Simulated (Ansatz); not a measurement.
# ZrO2: the cost of one run

Computed with Ansatz 0.2.0 (DFT LDA, all-electron LAPW, scalar-relativistic unless said, unless a step's input says otherwise).

### 1 The system as given

Symmetry: P4_2/nmc, No. 137, tetragonal system. Conventional cell: a = 3.557 Å, b = 3.557 Å, c = 5.111 Å, α = 90.00°, β = 90.00°, γ = 90.00°. Zr (site symmetry -4m2) has 8 O at 2.07 to 2.32 Å in its first shell of neighbours. O (site symmetry 2mm) has 4 Zr at 2.07 to 2.32 Å in its first shell of neighbours.

Coordinates:

```
CELL_PARAMETERS angstrom
3.55749 0.00000 0.00000
0.00000 3.55749 0.00000
0.00000 0.00000 5.11106
ATOMIC_POSITIONS crystal
Zr 0.00000 0.00000 0.00000
Zr 0.50000 0.50000 0.50000
O 0.00000 0.50000 0.20709
O 0.00000 0.50000 0.70709
O 0.50000 0.00000 0.29291
O 0.50000 0.00000 0.79291
```

Cartesian axes are those of the input's lattice vectors. The structure goes back to a database entry.

### 2 Reference run, LAPW

Contents of input.yaml:

```yaml
crystal:
  lattice:
    - [3.55748541281, 0.0, 0.0]
    - [0.0, 3.55748541281, 0.0]
    - [0.0, 0.0, 5.11105618738]
  atoms:
    - { symbol: Zr, position: [0.0, 0.0, 0.0] }
    - { symbol: Zr, position: [0.5, 0.5, 0.5] }
    - { symbol: O, position: [0.0, 0.5, 0.207087979524] }
    - { symbol: O, position: [0.0, 0.5, 0.707087979524] }
    - { symbol: O, position: [0.5, 0.0, 0.292912020476] }
    - { symbol: O, position: [0.5, 0.0, 0.792912020476] }
kpoints:
  mp_grid: { grid: [6, 6, 4] }
scf:
  occupations: { method: fixed }
hamiltonian:
  xc: lda
  pseudopotentials: { kind: all_electron, lapw: { basis_error: 0.001 } }
phonons:
  supercell: [1, 1, 1]
```

Started as:

```bash
> ansatz run input.yaml --threads 2 --pin off --max-ram 6144MiB --backend cpu --events-out ev --progress --plain --runs-dir out
```

**Question.** How long does this run take on 2 threads of Arm Neoverse V2, shared host, and how much memory does it need?

About 5.3 min, with a peak of 0.88 GiB.
